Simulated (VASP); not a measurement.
# Hf (Fd-3m) in VASP: a series of runs, part 2 of 2

VASP 6.6.1.

## Step 5: Single point, PBEsol

This run uses another cell than the first one, of 31.08 Å³/atom, 0.960 times its volume.

INCAR reads:

```
ALGO     = Normal         # electronic algorithm
EDIFF    = 1E-7           # SCF threshold, eV
ENCUT    = 520            # plane-wave cutoff, eV
GGA      = PS             # functional
ISIF     = 2              # what is computed and relaxed
ISMEAR   = -1             # smearing method
LASPH    = True           # aspherical terms in the spheres
LCHARG   = False          # write CHGCAR
LREAL    = False          # projectors in reciprocal space
LWAVE    = False          # write WAVECAR
NBANDS   = 17             # bands
NELM     = 100            # most SCF steps
PREC     = Accurate       # precision mode
SIGMA    = 0.1            # smearing width, eV
```

KPOINTS reads:

```
k-points
0
Gamma
  10 10 10
```

POSCAR reads:

```
Hf
1.0
    0.0000000000      3.1439309353      3.1439309353
    3.1439309353      0.0000000000      3.1439309353
    3.1439309353      3.1439309353      0.0000000000
Hf
2
Direct
    0.1250000000      0.1250000000      0.1250000000
    0.8750000000      0.8750000000      0.8750000000
```

Potentials or basis: VASP PAW PBE potentials, release 64 (Hf_pv).

On the command line:

```sh
> cat potpaw_PBE.64/Hf_pv/POTCAR > POTCAR
> mpirun -np 1 vasp_std > vasp.out
```

OUTCAR:

```text
EDIFF = 1E-7
   ENCUT = 520
   GGA = PS
   ISIF = 2
   ISMEAR = -1
   LASPH = True
   LREAL = False
   NELM = 100
   PREC = Accurate

 ion  position               nearest neighbor table
   1  0.125  0.125  0.125-   2 2.72   2 2.72   2 2.72   2 2.72
   2  0.875  0.875  0.875-   1 2.72   1 2.72   1 2.72   1 2.72

  LATTYP: Found a face centered cubic cell.
 ALAT       =     6.2878618706

  Lattice vectors:

 A1 = (   0.0000000000,   3.1439309353,   3.1439309353)
 A2 = (   3.1439309353,   0.0000000000,   3.1439309353)
 A3 = (   3.1439309353,   3.1439309353,   0.0000000000)

Analysis of symmetry for initial positions (statically):
=====================================================================
 Subroutine PRICEL returns:
 Original cell was already a primitive cell.

 Routine SETGRP: Setting up the symmetry group for a
 face centered cubic supercell.

 Subroutine GETGRP returns: Found 48 space group operations
 (whereof 12 operations were pure point group operations)
 out of a pool of 48 trial point group operations.

[... 161 lines left out ...]
  free energy    TOTEN  =       -15.50112785 eV

  energy without entropy =      -15.35305249  energy(sigma->0) =      -15.42709017

 E-fermi :   2.0077     XC(G=0):  -9.6643

 val. band max:        2.0050520954   @ k =  -0.4000   0.2000   0.1000
 cond. band min:       2.0206702361   @ k =   0.5000   0.2000   0.1000
 fundamental gap:      0.0156181408
 Fermi energy:         2.0076587242

 k-point     1 :       0.0000    0.0000    0.0000
  band No.  band energies     occupation
      1     -28.9137      2.00000
      2     -28.9137      2.00000
      3     -28.9137      2.00000
      4     -28.1075      2.00000
      5     -28.1075      2.00000
      6     -28.1075      2.00000
[... 457 lines left out ...]
      4     -28.3362      2.00000
      5     -27.9529      2.00000
      6     -27.9468      2.00000
[... 9 lines left out ...]
     16       5.9628      0.00000
     17       8.2599      0.00000

 [... further k-points ...]

------------------------ aborting loop because EDIFF is reached ----------------------------------------

  FORCE on cell =-STRESS in cart. coord.  units (eV):
  Direction    XX          YY          ZZ          XY          YZ          ZX
  --------------------------------------------------------------------------------------
  -------------------------------------------------------------------------------------
  Total        0.4086656      0.4086656      0.4086656      0.0000000     -0.0000000      0.0000000
  in kB       10.5348815     10.5348815     10.5348815      0.0000000     -0.0000000      0.0000000
  external PRESSURE =      10.5348815 kB  Pullay stress =       0.0000000 kB

 VOLUME and BASIS-vectors are now :
 -----------------------------------------------------------------------------
  energy-cutoff  :      520.00
  volume of cell :       62.15
      direct lattice vectors                 reciprocal lattice vectors
     0.000000000  3.143930935  3.143930935    -0.159036572  0.159036572  0.159036572
     3.143930935  0.000000000  3.143930935     0.159036572 -0.159036572  0.159036572
     3.143930935  3.143930935  0.000000000     0.159036572  0.159036572 -0.159036572

 POSITION                                       TOTAL-FORCE (eV/Angst)
 -----------------------------------------------------------------------------------
      0.78598      0.78598      0.78598        -0.000000     -0.000000     -0.000000
      5.50188      5.50188      5.50188         0.000000      0.000000      0.000000
 -----------------------------------------------------------------------------------
    total drift:                                0.000000      0.000000      0.000000

  FREE ENERGIE OF THE ION-ELECTRON SYSTEM (eV)
  ---------------------------------------------------
  free  energy   TOTEN  =       -15.5011278541 eV

  energy  without entropy=      -15.3530524922  energy(sigma->0) =      -15.42709017
```

OSZICAR:

```text
N       E                     dE             d eps       ncg     rms          rms(c)
DAV:   1     0.542845543296E+02    0.54285E+02   -0.10874E+04  1606   0.106E+03
DAV:   2    -0.138425901200E+02   -0.68127E+02   -0.66643E+02  2125   0.240E+02
DAV:   3    -0.158638064406E+02   -0.20212E+01   -0.19949E+01  2066   0.278E+01
DAV:   4    -0.158918938811E+02   -0.28087E-01   -0.28027E-01  2075   0.388E+00
DAV:   5    -0.158924376179E+02   -0.54374E-03   -0.54355E-03  2188   0.458E-01    0.313E+01
DAV:   6    -0.155659376713E+02    0.32650E+00   -0.55366E-01  1764   0.346E+00    0.180E+01
DAV:   7    -0.155109866817E+02    0.54951E-01   -0.37605E-01  1890   0.303E+00    0.147E+00
DAV:   8    -0.155011558566E+02    0.98308E-02   -0.58592E-02  1758   0.111E+00    0.129E-01
DAV:   9    -0.155011114722E+02    0.44384E-04   -0.13241E-03  2138   0.214E-01    0.985E-02
DAV:  10    -0.155011282833E+02   -0.16811E-04   -0.40703E-05  2135   0.333E-02    0.403E-02
DAV:  11    -0.155011281353E+02    0.14799E-06   -0.17129E-05  1932   0.178E-02    0.860E-03
DAV:  12    -0.155011277818E+02    0.35353E-06   -0.46424E-07  2014   0.399E-03    0.267E-03
DAV:  13    -0.155011278541E+02   -0.72329E-07   -0.30777E-08  1094   0.126E-03
   1 F= -.15501128E+02 E0= -.15427090E+02  d E =-.148075E+00
```

stdout:

```text
POSCAR found type information on POSCAR Hf
 POSCAR found :  1 types and       2 ions
 scaLAPACK will be used
 -----------------------------------------------------------------------------
|                                                                             |
|                                                                             |
|     You enforced a specific xc type in the INCAR file but a different       |
|     I HOPE YOU KNOW WHAT YOU ARE DOING!                                     |
|                                                                             |
 -----------------------------------------------------------------------------

 LDA part: xc-table for (Slater+PW92), standard interpolation
 POSCAR, INCAR and KPOINTS ok, starting setup
 FFT: planning ... GRIDC
 FFT: planning ... GRID_SOFT
 FFT: planning ... GRID
 WAVECAR not read
 entering main loop
```

Wall time 51 s (1 thread of Intel Xeon Platinum 8259CL at 2.50GHz (Skylake/Cascade Lake), shared host); peak memory 0.21 GiB.

Results:

```yaml
Free_energy: -15.5011 eV
Pressure: 1.1 GPa
Band_gap_on_the_k_mesh: none (metal or under the smearing width)
```

Caveat: the PAW data sets were made with another functional, which shifts forces and pressure a little. The run has no spin-orbit coupling, so splittings on Hf are missing.

## Step 6: The runs side by side

| cell | k mesh | gap on the mesh (eV) | pressure (GPa) |
| --- | --- | --- | --- |
| Fd-3m, 32.37 Å³/atom | 14 × 14 × 14 | none | -0.2 |
| Fd-3m, 28.49 Å³/atom | 10 × 10 × 10 | none | 4.3 |
| Fd-3m, 32.37 Å³/atom | 10 × 10 × 10 | none | -0.2 |
| Fd-3m, 31.08 Å³/atom | 10 × 10 × 10 | none | 1.1 |

Alike in all rows: task single point; level PBEsol; potentials or basis VASP PAW PBE potentials, release 64 (Hf_pv); no spin polarisation; cutoff (eV) 520; smearing fermi-dirac 0.1 eV.

Every run on the cell as given and a fine mesh finds a metal.

Caveats: the PAW data sets were made with another functional, which shifts forces and pressure a little.

Total energies depend on the potentials used, so only differences within one code and one set of settings carry meaning.
